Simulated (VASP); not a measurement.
A run of VASP 6.6.1 is set up as follows.

POSCAR

```
Ba
1.0
   -2.4465300000      2.4465300000      2.4465300000
    2.4465300000     -2.4465300000      2.4465300000
    2.4465300000      2.4465300000     -2.4465300000
Ba
1
Direct
    0.0000000000      0.0000000000      0.0000000000
```

The input INCAR.step1:

```
  ALGO = Normal
  EDIFF = 1E-5
  ENCUT = 520
  GGA = PE
  ISIF = 2
  ISMEAR = 0
  LASPH = T
  LCHARG = F
  LREAL = F
  LWAVE = T
  NBANDS = 11
  NELM = 100
  PREC = Accurate
  SIGMA = 0.1
```

INCAR.step2

```
  ALGO = Normal
  EDIFF = 1E-7
  ENCUT = 520
  GGA = PE
  HFSCREEN = 0.2
  ISIF = 2
  ISMEAR = 0
  ISTART = 1
  LASPH = T
  LCHARG = F
  LHFCALC = T
  LREAL = F
  LWAVE = F
  NBANDS = 11
  NELM = 100
  PREC = Accurate
  PRECFOCK = Fast
  SIGMA = 0.1
```

File KPOINTS:

```
k-points
0
Gamma
  6 6 6
```

Potentials or basis: VASP PAW PBE potentials, release 64 (Ba_sv).

Run with:

```console
$ cat potpaw_PBE.64/Ba_sv/POTCAR > POTCAR
$ cp INCAR.step1 INCAR
$ mpirun -np 1 vasp_std > vasp.out
$ cp INCAR.step2 INCAR
$ mpirun -np 1 vasp_std > vasp.out
```

(1) Estimate the band gap on the k mesh.

(2) Predict the pressure.

Answers

(1) none (metal or under the smearing width).

(2) 1.5 GPa.

Caveat: the PAW data sets were made with another functional, which shifts forces and pressure a little.
